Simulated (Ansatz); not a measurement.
# CH4N2O: the cost of one run

Program: Ansatz 0.2.0. Level of theory: the levels named in each step. These are calculated values, not measurements.

## (1) Starting point

Bond lengths: N1–C2 1.372 Å, C2–N3 1.372 Å, C2–O4 1.208 Å, N1–H5 1.005 Å, N1–H6 1.006 Å, N3–H7 1.006 Å, N3–H8 1.005 Å. Angles: N1–C2–N3 114.1°, N1–C2–O4 122.9°, N3–C2–O4 123.0°, C2–N1–H5 119.9°, C2–N1–H6 115.5°, H5–N1–H6 116.4°, C2–N3–H7 115.5°, C2–N3–H8 119.9°, H7–N3–H8 116.4°.

Structure file:

```xyz
8

N     0.8735   -0.5727    0.8145
C     0.0197    0.0816   -0.0371
N    -1.1504   -0.5921   -0.2835
O     0.2765    1.1564   -0.5262
H     0.7711   -1.5613    0.9650
H     1.8114   -0.2101    0.8516
H    -1.8744   -0.0552   -0.7307
H    -1.4546   -1.3145    0.3458
```

## (2) A rough first relaxation, PBE-D4/def2-SVP

This run stands in another session on the same molecule. It ended at:

```xyz
8

N     0.8701   -0.5828    0.8536
C     0.0171    0.0714   -0.0319
N    -1.1572   -0.6272   -0.3019
O     0.2765    1.1611   -0.5289
H     0.8515   -1.6038    0.8842
H     1.8055   -0.1754    0.8850
H    -1.8609   -0.0610   -0.7775
H    -1.5299   -1.2504    0.4167
```

## (3) Relaxation, B2PLYP/def2-TZVPP

input.yaml reads:

```yaml
crystal:
  periodic: [false, false, false]
  atoms:
    - { symbol: "N", position_ang: [0.8700914, -0.58277494, 0.85359797] }
    - { symbol: C, position_ang: [0.01707631, 0.07141796, -0.03194062] }
    - { symbol: "N", position_ang: [-1.15719684, -0.62715584, -0.30189292] }
    - { symbol: O, position_ang: [0.27649329, 1.16112935, -0.52889345] }
    - { symbol: H, position_ang: [0.8515084, -1.60376925, 0.8842034] }
    - { symbol: H, position_ang: [1.8054771, -0.17539514, 0.88504102] }
    - { symbol: H, position_ang: [-1.86087006, -0.06100785, -0.77751159] }
    - { symbol: H, position_ang: [-1.5299296, -1.25039429, 0.4166862] }
basis:
  gaussian: { orbitals: def2-TZVPP }
hamiltonian:
  xc: { name: B2PLYP }
relax:
  f_tol: 0.002
  max_steps: 150
```

The run is started by

```bash
> ansatz run input.yaml --threads 4 --pin off --max-ram 10240MiB --backend cpu --events-out ev --progress --plain --runs-dir out
```

Q: Estimate wall time and peak memory on 4 threads of Arm Neoverse V2, shared host.

About 57 s, with a peak of 0.62 GiB.
